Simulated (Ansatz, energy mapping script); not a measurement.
## LiNiS2 in the alpha-NaFeO2 structure: exchange couplings from total energies

Aim: the exchange couplings of LiNiS2 in the alpha-NaFeO2 structure from the energies of a few collinear orders, and the ordering temperature that they give.

Main program and level: Ansatz 0.2.0; PBE with U = 6 eV on Ni d, ortho-atomic projectors; plane waves, U on orthogonalised atomic orbitals unless named otherwise, collinear spin, no spin–orbit coupling.

### 1. Starting point

Symmetry: R-3m, No. 166, trigonal system. The conventional cell has a = 3.408 Å, b = 3.408 Å, c = 17.247 Å, α = 90.00°, β = 90.00°, γ = 120.00°. Li has 6 S at 2.53 Å nearest. Nearest to Ni lie 6 S at 2.35 Å. S has 3 Ni at 2.35 Å and 3 Li at 2.53 Å nearest. alpha-NaFeO2 prototype, lattice guessed from radii. Farther neighbours and most contacts between anions are not listed.

This cell was built for the study (alpha-NaFeO2 prototype, lattice guessed from radii), not taken from an experiment; the compound need not form in this structure.

The cell was relaxed beforehand in Ansatz under PBE with U = 4.8 eV on Ni d, ortho-atomic projectors, D3(BJ) dispersion, from parallel moments.

The U corrects the self-interaction that lets semilocal functionals spread d and f electrons too far. Its value here is typed, not computed.

### 2. A first run with parallel moments

One run in the crystal's own cell, under PBE with U = 5.7 eV on Ni d, ortho-atomic projectors, shows which elements keep a moment. Transition or f elements with 0.3 μB or more enter the spin model; moments induced on other atoms do not.

Input file input.yaml:

```yaml
crystal:
  lattice:
    - [1.703789552, 0.983683357, 5.749163067]
    - [-1.703789552, 0.983683357, 5.749163067]
    - [0.0, -1.967366713, 5.749163067]
  atoms:
    - { symbol: Li, position: [0.0, 0.0, 0.0] }
    - { symbol: Ni, position: [0.5, 0.5, 0.5], spin: 2.0 }
    - { symbol: S, position: [0.241108149, 0.241108149, 0.241108149] }
    - { symbol: S, position: [0.758891851, 0.758891851, 0.758891851] }
magnetization:
  spin_polarized: true
kpoints:
  mp_grid: { grid: [9, 9, 9] }
hamiltonian:
  xc: pbe
  hubbard:
    sites: [{ species: Ni, l: d, u_eff: 5.7 }]
    projectors: ortho-atomic
scf:
  occupations: { method: fermi_dirac, width: 0.05 }
output:
  eigenvalues: true
```

Started as:

```console
$ ansatz run input.yaml --threads 4 --pin off --max-ram 8192MiB --backend cpu --events-out ev --progress --plain --runs-dir out
```

Numbers of over 12 decimals in the logs are rounded to 6 here.

The log of the run:

```text
basis.fft_grid_basis auto: the FFT boxes are laid along the combinations [[1, 0, -1], [0, 1, -1], [0, 0, 1]] of the cell's own vectors, 3.408, 3.408 and 6.076 Å long. The dense box has 24×24×45 points. Along the cell's own vectors, as sized, it would have 45×45×45, 3.52 times as many. Of the 12 symmetry operations that the crystal satisfies within crystal.symmetry.tolerance (time reversal apart; of a slab, those that [...]
Engine: ansatz 0.2.0, aarch64-unknown-linux-gnu
Pseudopotentials: kind: paw
Pseudopotential: Li, paw, valence charge 3, recommended cutoff 420 eV (normal), Li.paw.azcp
Pseudopotential: Ni, paw, valence charge 18, recommended cutoff 420 eV (normal), Ni.paw.azcp
Pseudopotential: S, paw, valence charge 6, recommended cutoff 420 eV (normal), S.paw.azcp
Functional definition: PBE
  parameter kappa = 0.804
  parameter beta = 0.066725
  exchange = pbe_x(kappa = kappa, mu = beta*pi^2/3)
  correlation = pbe_c(beta = beta)
Crystal: 4 atoms, lattice volume = 57.813 Å³
Basis set: ecut = 420 eV, 1117 PW (Γ), FFT grids on a1−a3, a2−a3, a3
Bands: 22, of which v1, the nominal top of the filled ones, is band 17 counted from 1 (16 counted from 0)
Symmetry: 12 space group operations
Space group: R-3m (ITA 166), of the structure as read, at distance tolerance 3.9e-5 Å
Magnetic group: BNS 166.97 (UNI 1327), of the structure as read, at distance tolerance 3.9e-5 Å
k-points: 85 of 729
Non-local potential: Li, projectors of the file, l = 0: 3, l = 1: 2, l = 2: 1
Non-local potential: Ni, projectors of the file, l = 0: 3, l = 1: 2, l = 2: 3, l = 3: 1
Non-local potential: S, projectors of the file, l = 0: 2, l = 1: 2, l = 2: 2
PAW form: soft (Blöchl's): semilocal exchange-correlation on the pseudo side does not see the compensation charge
PAW one-centre angular grid: Li, 110 points (default); XC on 64 Gauss nodes
PAW one-centre angular grid: Ni, 590 points (default); XC on 64 Gauss nodes
PAW one-centre angular grid: S, 110 points (default); XC on 64 Gauss nodes
Initial density: superposition of atomic densities (chi_scale 0.1, normalization cell, long waves kept (reshape's long-wave potential 0.00 eV rms))
Starting moments: Σ|m| = 2 μB on 1 of 4 sites
Initial wavefunctions: pseudopotential atomic-orbital guess
Functional: x = pbe(κ = 0.804, μ = 0.219515), c = pbe(β = 0.066725)
SCF iter   1: F=—  HF=-7850.855651 eV  |F-HF|=—  |Δ(HF+E_count)|=         —  Δρ=2.24e-1 (↑3.40e-2 ↓2.24e-1)  dr2=2.90e1  dr2_m=5.32e0  M=0.395 μB ∫|m|=0.439 μB  β_m=0.30  ethr=3.10e-3  ⟨swp⟩=5.2  Hψ=16008  notcnv=0
preconditioner: auto → Kerker (q_TF=auto, 2.485 Å⁻¹)  [metal: Δε(μ)=0.019 eV  Ē_g=11.059 eV  σ=0.050 eV  W_gap=0.10  n_scr=16 (ndim 8)  ℏωp=23.4 eV  f_vac=0.000  D(μ)=2.30/eV (n_scr^D=22)]
[...]
SCF 1 converged in 23 iterations: F = -7848.767932 eV  dr2 = 4.11e-9
[...]
Symmetry: 4 space group operations
k-points: 205 of 729
[...]
Starting moments: Σ|m| = 2 μB on 1 of 4 sites; this step starts from the density that it was given
[...]
spin=Collinear: Kerker preconditioning applied to the charge; magnetization (m = ρ↑ − ρ↓) channel mixes plain (no charge-response kernel on spin).
[...]
SCF 2 converged in 5 iterations: F = -7848.767932 eV  dr2 = 2.18e-9
[...]
spin=Collinear: Kerker preconditioning applied to the charge; magnetization (m = ρ↑ − ρ↓) channel mixes plain (no charge-response kernel on spin).
[...]
SCF 3 converged in 6 iterations: F = -7848.767932 eV  dr2 = 6.74e-10
an SCF from another whole filling of 1 corrected shell (1 electron), with 8 of the crystal's symmetry operations given up (205 k-points in place of 85), reached no lower state that the run goes on to. This is no proof of a minimum. Whole fillings of corrected shells: 2 of 2 tried, 0 with no close
the search or the solves at the SCF's close seem to have found levels that the self-consistency loop had missed (the run counts 1). By its estimate they hold under 1e-12 electrons; where the run keeps them, the occupations were computed again with them
SCF converged after 23 iterations
Magnetization: 1.0024 μB (17.0012 up, 15.9988 down)
Absolute magnetization: 1.5091 μB (∫|ρ↑−ρ↓|, with the PAW one-centre terms)
Spin contamination: 0.2856 ħ² per cell (⟨S²⟩ above its minimum at these occupations)
Per-site moments (μB) at R_I (Å): [(0.023706, 1.043609), (1.182644, 0.969068), (-0.085841, 0.969068), (-0.085841, 0.969068)]
Free energy (F): -7848.767932 eV
Harris-Foulkes:  -7848.767932 eV  (|F-HF|=1.43e-9)
Internal energy: -7848.754786 eV  (E = F + TS)
E sigma→0 (E₀):  -7848.761359 eV
Entropy (-TS):   -0.013145 eV (-3.286 meV/atom)
Fermi energy:    8.185100 eV
--- Per-component energies (eV) ---
  E_band       = -527.509074
  E_kinetic    = 517.015648
  E_local      = -5823.403112  (includes V_loc(G=0)·N_el)
  E_nonlocal   = 662.423800
  E_hartree    = 2492.042764
  E_xc         = -289.903945
  E_vxc        = -298.309810  (∫ρ·V_xc dr)
  E_hubbard    = 1.793401  (on-site DFT+U / exact-exchange correction)
  E_vhub       = -20.876199  (the Hubbard potential's part of the band-sum identity)
  E_paw        = -2852.225933  (= ΣΔE_a)
  E_vpaw       = -548.440198  (= ΣTr[D̂ρ^β])
  E_aug_tail   = 0.000481  (compensation charges beyond the density's cutoff)
  E_ewald      = -2556.497891
  E_smearing   = -0.013145  (= −TS)
  E_closure    = -0.000000  (closes the sum)
  Σ components = -7848.767932   (vs F -7848.767932, Δ=0.00e0)
--- Band table (eV; the first three rows and the last of 170) ---
  k-point 0 ↑: bands = [... 13 lower, 7.9674, 8.1917, 8.1917, 8.9524, 8.9524, 13.5718, 14.1261, 15.4696, ... 1 higher]
  k-point 1 ↑: bands = [... 13 lower, 7.4594, 7.9959, 8.0032, 8.2310, 8.8078, 14.1970, 14.5696, 15.5736, ... 1 higher]
  k-point 2 ↑: bands = [... 13 lower, 6.0091, 6.9141, 7.4609, 8.1136, 8.5659, 13.8955, 15.3617, 16.3608, ... 1 higher]
  k-point 84 ↓: bands = [... 13 lower, 6.4605, 7.4178, 7.7442, 10.0309, 10.4165, 14.8277, 15.4847, 15.8653, ... 1 higher]
Occupation matrices written to <dir>
```

Elapsed: 79 s, on 4 threads of Arm Neoverse V1, shared host; peak memory 1.4 GiB; 5.1 min of CPU time.

Spin moment in the sphere by atom:

```csv
atom,spin moment in the sphere (μB)
Li1,0.02
Ni2,1.18
S3,-0.09
S4,-0.09
```

The run ends ferromagnetic; Ni carries the moments.

### 3. One set of occupation matrices for all orders

A corrected shell can settle in several orbital fillings. One parallel run, with an occupation width a fifth wider than the orders use, therefore is to supply the occupation matrices. All orders start from them.

input.yaml, the sections that differ from step 2:

```yaml
kpoints:
  mp_grid: { grid: [8, 8, 8] }
hamiltonian:
  xc: pbe
  hubbard:
    sites: [{ species: Ni, l: d, u_eff: 6.0 }]
    projectors: ortho-atomic
scf:
  occupations: { method: fermi_dirac, width: 0.06 }
# crystal, magnetization, output: as in step 2
```

The log of the run:

```text
[...]
Crystal: 4 atoms, lattice volume = 57.813 Å³
Basis set: ecut = 420 eV, 1117 PW (Γ), FFT grids on a1−a3, a2−a3, a3
Bands: 22, of which v1, the nominal top of the filled ones, is band 17 counted from 1 (16 counted from 0)
Symmetry: 12 space group operations
[...]
k-points: 65 of 512
[...]
Starting moments: Σ|m| = 2 μB on 1 of 4 sites
[...]
SCF iter   1: F=—  HF=-7850.714914 eV  |F-HF|=—  |Δ(HF+E_count)|=         —  Δρ=2.24e-1 (↑3.41e-2 ↓2.24e-1)  dr2=2.91e1  dr2_m=5.30e0  M=0.427 μB ∫|m|=0.466 μB  β_m=0.30  ethr=3.10e-3  ⟨swp⟩=5.3  Hψ=12268  notcnv=0
[...]
SCF iter  12: F=—  HF=-7848.665094 eV  |F-HF|=—  |Δ(HF+E_count)|=   4.87e-3  Δρ=7.24e-3 (↑5.00e-3 ↓7.24e-3)  dr2=8.59e-2  dr2_m=6.72e-4  M=1.005 μB ∫|m|=1.498 μB  β_m=0.30  ethr=8.37e-5  ⟨swp⟩=1.2  Hψ=3215  notcnv=0  defer=43
[...]
spin-set hold released at iteration 12 (site moments contracting): the magnetisation degrees of freedom join the quasi-Newton model from the next iteration; the mixer history was flushed
SCF iter  13: F=—  HF=-7848.664077 eV  |F-HF|=—  |Δ(HF+E_count)|=   1.02e-3  Δρ=1.40e-3 (↑1.40e-3 ↓1.35e-3)  dr2=6.28e-3  dr2_m=2.80e-4  M=1.009 μB ∫|m|=1.489 μB  β_m=0.35  ethr=8.37e-5  ⟨swp⟩=2.0  Hψ=4985  notcnv=0  defer=59
[...]
SCF iter  22: F=-7848.669714 eV  HF=-7848.669714 eV  |F-HF|=2.81e-10  |Δ(HF+E_count)|=  2.69e-10  Δρ=4.94e-7 (↑4.91e-7 ↓4.94e-7)  dr2=3.33e-10  dr2_m=3.16e-11  M=1.011 μB ∫|m|=1.555 μB  ethr=2.83e-11  ⟨swp⟩=1.2  Hψ=7256  notcnv=0
SCF 1 converged in 22 iterations: F = -7848.669714 eV  dr2 = 3.33e-10
[...]
SCF converged after 22 iterations
an eigenvalue changed by more than its tolerance at an iteration that met the thresholds in force, so the SCF went on 1 time: the last check found none over its tolerance
Magnetization: 1.0111 μB (17.0056 up, 15.9944 down)
Absolute magnetization: 1.5529 μB (∫|ρ↑−ρ↓|, with the PAW one-centre terms)
[...]
Per-site moments (μB) at R_I (Å): [(0.022824, 1.043609), (1.212353, 0.969068), (-0.092849, 0.969068), (-0.092849, 0.969068)]
Free energy (F): -7848.669714 eV
[...]
Internal energy: -7848.647641 eV  (E = F + TS)
E sigma→0 (E₀):  -7848.658678 eV
Entropy (-TS):   -0.022072 eV (-5.518 meV/atom)
Fermi energy:    8.129810 eV
[...]
--- Band table (eV; the first three rows and the last of 130) ---
  k-point 0 ↑: bands = [... 13 lower, 7.9787, 8.1994, 8.1994, 8.9330, 8.9330, 13.5750, 14.1285, 15.4702, ... 1 higher]
  k-point 1 ↑: bands = [... 13 lower, 7.2868, 7.9458, 7.9656, 8.1185, 8.7615, 14.2444, 14.6764, 15.6673, ... 1 higher]
  k-point 2 ↑: bands = [... 13 lower, 5.6347, 6.6020, 7.2970, 8.0852, 8.4977, 13.7133, 15.4386, 16.0542, ... 1 higher]
  k-point 64 ↓: bands = [... 13 lower, 6.0923, 7.9515, 7.9515, 10.4653, 10.4653, 14.2149, 14.8325, 16.5298, ... 1 higher]
Occupation matrices written to <dir>
```

Run time: 5.4 s. Hardware: 4 threads; peak memory 0.46 GiB; 18 s of CPU time.

Numbers from this step:

* final state: ferromagnetic
* electrons in the corrected shells: 8.573 e
* largest moment: 1.212 μB

### 4. Parallel start in cell A (8 atoms)

The parallel order is the zero of energy for this cell and mesh.

Input file input.yaml:

```yaml
crystal:
  lattice:
    - [-1.703789552, 2.95105007, 0.0]
    - [-5.111368656, -2.95105007, 0.0]
    - [1.703789552, 0.983683357, 5.749163067]
  atoms:
    - { symbol: Li, position: [0.5, 0.5, 0.0] }
    - { symbol: Li, position: [0.0, 0.0, 0.0] }
    - { symbol: Ni, position: [0.5, 0.0, 0.5], spin: 2.0 }
    - { symbol: Ni, position: [0.0, 0.5, 0.5], spin: 2.0 }
    - { symbol: S, position: [0.5, 0.741108149, 0.723324447] }
    - { symbol: S, position: [0.0, 0.241108149, 0.723324447] }
    - { symbol: S, position: [0.5, 0.258891851, 0.276675553] }
    - { symbol: S, position: [0.0, 0.758891851, 0.276675553] }
magnetization:
  spin_polarized: true
kpoints:
  mp_grid: { grid: [7, 5, 4] }
hamiltonian:
  xc: pbe
  hubbard:
    sites:
      - { species: Ni, l: d, u_eff: 6.0 }
      - { site: 2, l: d, u_eff: 6.0, starting_ns: [{ spin: up, occupation_matrix: ni2_major }, { spin: down, occupation_matrix: ni2_minor }] }
      - { site: 3, l: d, u_eff: 6.0, starting_ns: [{ spin: up, occupation_matrix: ni2_major }, { spin: down, occupation_matrix: ni2_minor }] }
    projectors: ortho-atomic
    occupation_matrices:
      ni2_major:
        matrix:
          - [0.993, 0.0, 0.0, 0.0, 0.0]
          - [0.0, 0.964, 0.0, 0.0, 0.021]
          - [0.0, 0.0, 0.964, 0.021, 0.0]
          - [0.0, 0.0, 0.021, 0.976, 0.0]
          - [0.0, 0.021, 0.0, 0.0, 0.976]
      ni2_minor:
        matrix:
          - [0.991, 0.0, 0.0, 0.0, 0.0]
          - [0.0, 0.568, 0.0, 0.0, 0.293]
          - [0.0, 0.0, 0.568, 0.293, 0.0]
          - [0.0, 0.0, 0.293, 0.787, 0.0]
          - [0.0, 0.293, 0.0, 0.0, 0.787]
scf:
  occupations: { method: fermi_dirac, width: 0.05 }
output:
  eigenvalues: true
  write_density: true
  write_potential: true
  elf: true
  volumetric_format: npy
```

The log of the run:

```text
[...]
Crystal: 8 atoms, lattice volume = 115.626 Å³
Basis set: ecut = 420 eV, 2257 PW (Γ)
Bands: 43, of which v1, the nominal top of the filled ones, is band 33 counted from 1 (32 counted from 0)
Symmetry: 8 space group operations
[...]
k-points: 44 of 140
[...]
Starting moments: Σ|m| = 4 μB on 2 of 8 sites
[...]
SCF iter   1: F=—  HF=-15702.060633 eV  |F-HF|=—  |Δ(HF+E_count)|=         —  Δρ=1.98e-1 (↑3.27e-2 ↓1.98e-1)  dr2=4.61e1  dr2_m=7.90e0  M=1.470 μB ∫|m|=1.530 μB  β_m=0.30  ethr=3.10e-3  ⟨swp⟩=7.5  Hψ=15045  notcnv=0  defer=25
[...]
SCF iter  15: F=-15697.357992 eV  HF=-15697.357992 eV  |F-HF|=1.28e-8  |Δ(HF+E_count)|=   2.04e-7  Δρ=1.76e-6 (↑1.76e-6 ↓1.19e-6)  dr2=1.71e-8  dr2_m=3.06e-10  M=2.021 μB ∫|m|=3.129 μB  ethr=1.52e-10  ⟨swp⟩=8.9  Hψ=14348  notcnv=0
SCF 1 converged in 15 iterations: F = -15697.357992 eV  dr2 = 1.71e-8
[...]
SCF converged after 15 iterations
Magnetization: 2.0207 μB (34.0104 up, 31.9896 down)
Absolute magnetization: 3.1262 μB (∫|ρ↑−ρ↓|, with the PAW one-centre terms)
[...]
Per-site moments (μB) at R_I (Å): [(0.023078, 1.043609), (0.023078, 1.043609), (1.215083, 0.969068), (1.215083, 0.969068), (-0.094947, 0.969068), (-0.094947, 0.969068), (-0.094947, 0.969068), (-0.094947, 0.969068)]
Free energy (F): -15697.357992 eV
[...]
Internal energy: -15697.334010 eV  (E = F + TS)
E sigma→0 (E₀):  -15697.346001 eV
Entropy (-TS):   -0.023982 eV (-2.998 meV/atom)
Fermi energy:    8.114285 eV
[...]
--- Specified on-site occupations, and those of the state reported ---
  electrons in the specified blocks: 17.1480 specified, 17.1445 found
  site 3 (l=d) ↑: largest change of an orbital's occupation 0.0017; electrons 4.8730 specified, 4.8733 found; spectral distance 0.0022
[...]
site 2 (l=d) ↓: largest change of an orbital's occupation 0.0017; electrons 3.7010 specified, 3.6989 found; spectral distance 0.0017
[...]
--- Band table (eV; the first three rows and the last of 88) ---
  k-point 0 ↑: bands = [... 29 lower, 7.9800, 8.1960, 8.2023, 8.7444, 8.8193, 8.9275, 8.9355, 12.2449, ... 6 higher]
  k-point 1 ↑: bands = [... 29 lower, 7.1586, 7.9800, 8.1333, 8.1396, 8.5344, 8.9701, 8.9780, 12.4999, ... 6 higher]
  k-point 2 ↑: bands = [... 29 lower, 6.3587, 7.2159, 8.0770, 8.0833, 8.2351, 9.0064, 9.0143, 12.6925, ... 6 higher]
  k-point 43 ↓: bands = [... 29 lower, 6.2395, 6.4620, 6.4918, 10.0118, 10.1948, 10.2128, 10.4016, 12.8564, ... 6 higher]
Occupation matrices written to <dir>
```

It took 12 s on 4 threads; peak memory 0.7 GiB.

Spin moment in the sphere by atom:

```csv
atom,spin moment in the sphere (μB)
Li1,0.02
Li2,0.02
Ni3,1.22
Ni4,1.22
S5,-0.09
S6,-0.09
S7,-0.09
S8,-0.09
```

The run ends ferromagnetic.

Spin density in the bc plane at fractional x = 0.000, with atoms of Li and Ni and S within 0.2 Å of it.

Values in e/Å³, 16 rows by 16 columns, each cell a mean:
```
0.0 0.0 0.0 0.0 0.0 0.0 0.0 0.0 0.0 0.0 0.0 0.0 0.0 0.0 0.0 0.0
0.0 0.0 0.0 0.0 0.0 0.0 0.0 0.0 0.0 0.0 0.0 0.0 0.0 0.0 0.0 0.0
0.0 0.0 0.0 0.0 0.0 0.0 0.0 0.0 0.0 0.0 0.0 0.0 0.0 0.0 0.0 0.0
0.0 0.0 0.0 0.0 0.0 0.0 0.0 0.0 0.0 0.0 0.0 0.0 0.0 0.0 0.0 0.0
0.0 0.0 0.0 0.0 0.0 0.0 0.0 0.0 0.0 0.0 0.0 0.0 0.0 0.0 0.0 0.0
0.0 0.0 0.0 0.0 0.0 0.0 0.0 0.0 0.0 0.0 0.0 0.0 0.0 0.0 0.0 0.0
0.0 0.0 0.0 0.0 0.0 0.0 0.1 0.7 0.8 0.3 0.0 0.0 0.0 0.0 0.0 0.0
0.0 0.0 0.0 0.0 0.0 0.0 0.2 2.0 3.5 0.8 0.0 0.0 0.0 0.0 0.0 0.0
0.0 0.0 0.0 0.0 0.0 0.0 0.1 1.4 2.1 0.7 0.1 0.0 0.0 0.0 0.0 0.0
0.0 0.0 0.0 0.0 0.0 0.0 0.1 0.1 0.2 0.1 0.0 0.0 0.0 0.0 0.0 0.0
0.0 0.0 0.0 0.0 0.0 0.0 0.0 0.0 0.0 0.0 0.0 0.0 0.0 0.0 0.0 0.0
0.0 0.0 0.0 0.0 0.0 0.0 0.0 0.0 0.0 0.0 0.0 0.0 0.0 0.0 0.0 0.0
0.0 0.0 0.0 0.0 0.0 0.0 0.0 0.0 0.0 0.0 0.0 0.0 0.0 0.0 0.0 0.0
0.0 0.0 0.0 0.0 0.0 0.0 0.0 0.0 0.0 0.0 0.0 0.0 0.0 0.0 0.0 0.0
0.0 0.0 0.0 0.0 0.0 0.0 0.0 0.0 0.0 0.0 0.0 0.0 0.0 0.0 0.0 0.0
0.0 0.0 0.0 0.0 0.0 0.0 0.0 0.0 0.0 0.0 0.0 0.0 0.0 0.0 0.0 0.0
```
Columns run along b (5.9 Å), rows up along c (6.1 Å). Atoms in or near the plane, at fractional coordinates: Li at (0.00, 0.00), Ni at (0.50, 0.50), S at (0.24, 0.72), S at (0.76, 0.28).

ELF in the bc plane at fractional x = 0.000, with atoms of Li and Ni and S within 0.2 Å of it. It is the smooth field of the valence electrons, not physical close to the nuclei.

Values in units of 1e-1, 16 rows by 16 columns, each cell a mean:
```
8.7 2.4 1.4 4.8 6.7 7.1 6.1 3.4 1.1 0.7 0.8 0.8 0.6 0.3 2.1 9.0
1.0 1.6 6.1 8.3 8.8 8.8 8.3 6.1 2.0 0.5 0.3 0.4 0.5 0.4 0.3 1.8
1.4 5.7 8.3 8.5 8.1 8.4 8.5 6.9 2.4 0.6 0.5 0.7 0.9 0.7 0.4 0.3
3.4 7.3 7.8 4.2 2.3 6.1 8.4 6.4 2.1 0.9 1.0 1.1 1.1 0.9 0.6 0.7
4.5 7.7 6.6 1.5 1.7 7.0 8.2 4.5 1.6 1.4 1.4 1.4 1.1 0.7 0.4 0.9
4.6 7.7 7.5 5.5 6.6 8.3 5.7 1.9 2.4 2.4 1.6 1.4 1.0 0.5 0.3 1.0
3.2 6.4 7.6 7.6 7.5 5.4 2.0 2.4 4.4 3.7 2.4 1.4 1.0 0.6 0.6 1.0
1.7 3.3 4.7 4.7 3.7 2.1 2.5 4.9 6.4 4.3 2.4 1.8 2.4 2.8 2.4 1.6
1.5 1.1 1.2 1.3 1.3 1.9 3.3 5.1 5.0 2.4 2.1 4.7 6.4 6.7 6.1 3.8
2.2 0.6 0.4 0.6 1.2 1.6 2.4 3.4 2.5 2.0 5.6 8.0 7.4 7.4 7.9 6.1
2.5 0.5 0.4 0.8 1.3 1.4 1.6 1.8 1.8 5.2 8.3 6.4 2.6 4.6 7.9 6.8
1.9 0.5 0.6 1.0 1.3 1.3 1.2 1.3 3.3 7.5 8.0 3.2 0.7 4.5 7.9 6.4
1.0 0.5 0.7 0.9 1.0 0.8 0.7 1.1 4.5 7.9 8.3 6.2 5.9 7.9 8.0 4.9
0.4 0.3 0.4 0.7 0.6 0.4 0.4 1.0 4.5 7.8 8.8 8.9 8.8 8.4 6.2 1.6
6.3 3.6 0.3 0.4 0.5 0.4 0.4 0.8 2.9 6.4 8.0 8.3 7.8 5.8 1.5 2.1
9.9 6.7 0.5 0.8 1.7 2.2 1.8 1.1 1.2 2.8 4.4 4.5 3.3 1.2 1.3 8.7
```
Columns run along b (5.9 Å), rows up along c (6.1 Å). Atoms in or near the plane, at fractional coordinates: Li at (0.00, 0.00), Ni at (0.50, 0.50), S at (0.24, 0.72), S at (0.76, 0.28).

[end of part 1 of 2]

[Logs and program files are shortened in this print: banners, set-up blocks, solver, clock and traceback lines can be left out without a mark of their own.]

[Logs are printed without paths, hosts, clocks, repeated set-up lines and the standing remarks that a program may print on its own settings, such as how far it seeks lower states.]

[Hosts, paths, dates, database ids (printed as entryN), source tags and the programs' standing remarks are cut or masked in the printed files.]

[Where a cell is said to come from a database of computed structures, the database is the Materials Project.]
